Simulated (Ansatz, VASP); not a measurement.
**CdTe: VASP beside Ansatz**

The input INCAR:

```
PREC = Accurate ; ENCUT = 520
EDIFF = 1E-6 ; ISMEAR = -1
SIGMA = 0.05 ; LREAL = F
LASPH = T ; NELM = 100
ALGO = Normal ; ISIF = 2
LWAVE = F ; LCHARG = F
GGA = PE ; NBANDS = 16
```

Contents of KPOINTS:

```
regular mesh
0
Gamma
  11 11 11
```

Contents of POSCAR:

```
CdTe
1.0
    0.0000000000      2.7443448275      2.7443448275
    2.7443448275      0.0000000000      2.7443448275
    2.7443448275      2.7443448275      0.0000000000
Cd Te
1 1
Direct
    0.0000000000      0.0000000000      0.0000000000
    0.5000000000      0.5000000000      0.5000000000
```

Input for Ansatz:

```yaml
crystal:
  lattice:
    - [0.0, 2.7443448275, 2.7443448275]
    - [2.7443448275, 0.0, 2.7443448275]
    - [2.7443448275, 2.7443448275, 0.0]
  atoms:
    - { symbol: Cd, position: [0.0, 0.0, 0.0] }
    - { symbol: Te, position: [0.5, 0.5, 0.5] }
kpoints:
  mp_grid: { grid: [11, 11, 11] }
scf:
  occupations: { method: fermi_dirac, width: 0.05 }
hamiltonian:
  xc: pbe
  pseudopotentials: { kind: all_electron, lapw: { basis_error: 0.001 } }
output:
  forces: true
  stress: true
  eigenvalues: true
  populations: true
```

Change from the starting cell: volume scaled by 0.72, LAPW.

Alike in both runs: task single point; functional PBE; k mesh 11 × 11 × 11; occupations fermi-dirac, width 0.05 eV; no spin polarisation.

|  | VASP | Ansatz |
| --- | --- | --- |
| version | VASP 6.6.1 | Ansatz 0.2.0 |
| potentials or method | VASP PAW PBE potentials, release 64 (Cd, Te) | all-electron LAPW, scalar-relativistic |
| plane-wave cutoff (eV) | 520 | see its input |

VASP gave:

| Property | Result |
| --- | --- |
| pressure (GPa) | 35.1 |

Question: Which values does Ansatz return?

Answer: Pressure (GPa): 34.4.

Ansatz ran all-electron here, so the differences hold the error of VASP's frozen core and of both bases.

Caveats: so large a pressure means that the cell lies far from this level's equilibrium, or that cutoff or potentials fall short (VASP). Spin-orbit coupling is left out, which matters for the levels of Te.
